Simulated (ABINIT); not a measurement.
Runs of ABINIT 10.8.3 (patched build) on Br. It takes space group Cmce (No. 64, orthorhombic). Conventional cell: a = 6.726 Å, b = 4.645 Å, c = 8.702 Å, α = 90.00°, β = 90.00°, γ = 90.00°. Br (site symmetry m) has 1 Br at 2.29 Å as nearest neighbours. 

```csv
task,level,potentials or basis,cell,k mesh,cutoff (eV),smearing,stop of the response cycle (tolvrs),acoustic sum rule (asr),cutoff of the screening (Ha),bands in the sums,wave-function cutoff in the screening (Ha),mesh quality,gap on the mesh (eV),pressure (GPa),largest force (eV/Å)
single point,PBE,PseudoDojo NC SR PBE v0.4.1 standard,as given,5 × 5 × 2,626,fermi-dirac 0.05 eV,-,-,-,-,-,not flagged,1.87,1.8,0.88
dielectric tensor,LDA,PseudoDojo NC SR LDA v0.4.1 standard,as given,6 × 6 × 2,490,fixed,1e-08,1,-,-,-,coarse,-,-1.7,0.69
one-shot levels of the hybrid PBE0,PBE,PseudoDojo NC SR PBE v0.4.1 standard,as given,4 × 4 × 2,490,fixed,-,-,-,22,-,not flagged,1.85,-,-
single point,PBEsol,JTH PAW PBE v2.0,as given,5 × 5 × 2,299,fermi-dirac 0.05 eV,-,-,-,-,-,not flagged,(b),0.1,0.75
single point,LDA,PseudoDojo NC SR LDA v0.4.1 standard,as given,5 × 5 × 2,490,fermi-dirac 0.05 eV,-,-,-,-,-,not flagged,1.73,-1.7,0.69
one-shot levels of the hybrid HSE03,PBE,PseudoDojo NC SR PBE v0.5 stringent,as given,4 × 4 × 2,1034,fixed,-,-,-,42,-,not flagged,(a),-,-
dielectric tensor,LDA,PseudoDojo NC SR LDA v0.4.1 standard,as given,4 × 4 × 2,490,fixed,1e-10,2,-,-,-,coarse,-,-1.7,0.69
phonons,PBE,PseudoDojo NC SR PBE v0.4.1 standard,as given,6 × 6 × 2,626,fixed,1e-08,1,-,-,-,coarse,-,1.8,0.88
relaxation of cell and atoms,PBEsol,PseudoDojo NC SR PBEsol v0.4.1 standard,relaxed,5 × 5 × 2,626,fermi-dirac 0.05 eV,-,-,-,-,-,not flagged,(c),0.0,-
single point,PBE,PseudoDojo NC SR PBE v0.4.1 standard,as given,5 × 5 × 2,490,fermi-dirac 0.05 eV,-,-,-,-,-,not flagged,1.87,1.4,0.88
```

Alike in all rows: no spin polarisation.

Task: Fill in the values left out.

Result: (a) 1.83; (b) 1.84; (c) 1.16.

Caveats: some runs use coarse meshes; an odd mesh through Γ misses points on the zone boundary, where band edges often lie (some runs); the PAW data sets were made with another functional, which shifts forces and pressure a little (some runs); Libxc's HSE differs a little from that of other programs (some runs); this build's HSE levels may be imprecise (some runs); the atoms weren't relaxed first, which shifts response properties (some runs); some modes are imaginary (some runs).

A k mesh can miss the band edges, and the runs leave out spin-orbit coupling on Br.

Not every run made on this cell is shown here.
